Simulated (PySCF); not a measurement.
Species: γ-butyrolactone, C₄H₆O₂.
SMILES with atom numbers: `[O:1]=[C:2]1[CH2:3][CH2:4][CH2:5][O:6]1` (hydrogens: H7, H8 on C3; H9, H10 on C4; H11, H12 on C5)

Computed geometry: GFN2-xTB, gas phase.

(1) Give the optimised bond lengths and angles.

## Answers

(1) 
```json
{"bond": "O1=C2", "length (bohr)": "2.257", "order": "double"}
{"bond": "C2–C3", "length (bohr)": "2.880", "order": "single"}
{"bond": "C3–C4", "length (bohr)": "2.880", "order": "single"}
{"bond": "C4–C5", "length (bohr)": "2.898", "order": "single"}
{"bond": "C5–O6", "length (bohr)": "2.684", "order": "single"}
{"bond": "C2–O6", "length (bohr)": "2.534", "order": "single"}
{"bond": "C3–H7, C3–H8", "length (bohr)": "2.059", "order": "single"}
{"bond": "C4–H9, C4–H10", "length (bohr)": "2.058", "order": "single"}
{"bond": "C5–H11, C5–H12", "length (bohr)": "2.067", "order": "single"}
```

Bonds in one row agree within 0.02 bohr and their mean is given. Orders are formal, as drawn. A selection of angles:
```json
{"angle": "O1–C2–C3", "degrees": "127.2"}
{"angle": "O1–C2–O6", "degrees": "123.1"}
{"angle": "C3–C2–O6", "degrees": "109.7"}
{"angle": "C2–C3–C4", "degrees": "103.1"}
{"angle": "C2–C3–H7", "degrees": "107.8"}
{"angle": "C2–C3–H8", "degrees": "110.6"}
{"angle": "C4–C3–H7", "degrees": "112.2"}
{"angle": "C4–C3–H8", "degrees": "114.5"}
{"angle": "H7–C3–H8", "degrees": "108.4"}
{"angle": "C3–C4–C5", "degrees": "102.1"}
{"angle": "C3–C4–H9", "degrees": "110.4"}
{"angle": "C3–C4–H10", "degrees": "113.5"}
{"angle": "C5–C4–H9", "degrees": "110.2"}
{"angle": "C5–C4–H10", "degrees": "111.7"}
{"angle": "H9–C4–H10", "degrees": "108.8"}
{"angle": "C4–C5–O6", "degrees": "106.1"}
{"angle": "C4–C5–H11", "degrees": "113.5"}
{"angle": "C4–C5–H12", "degrees": "111.7"}
{"angle": "O6–C5–H11", "degrees": "108.0"}
{"angle": "H11–C5–H12", "degrees": "109.0"}
{"angle": "C2–O6–C5", "degrees": "111.5"}
```

Torsions: O1–C2–C3–C4 165° (antiperiplanar); C2–C3–C4–C5 25° (synperiplanar); C3–C4–C5–O6 -27° (synperiplanar); C4–C5–O6–C2 18° (synperiplanar); O1–C2–O6–C5 178° (antiperiplanar). The mirror-image conformer, all signs reversed, is as good.

The C–O distances run from 1.195 Å (O1=C2, drawn double) to 1.420 Å (C5–O6, drawn single), a spread of 0.225 Å. The 5-membered ring C2–C3–C4–C5–O6 has internal angles of 102.1° to 111.5° (sum 533°, against 540° for a flat polygon); it is puckered, 0.12 Å rms from its mean plane, widest ring torsion 27°.

Point group: C1 (no symmetry element, even within 0.4 Å). Stationary, but not proved a minimum. The numbers are those of one conformer.
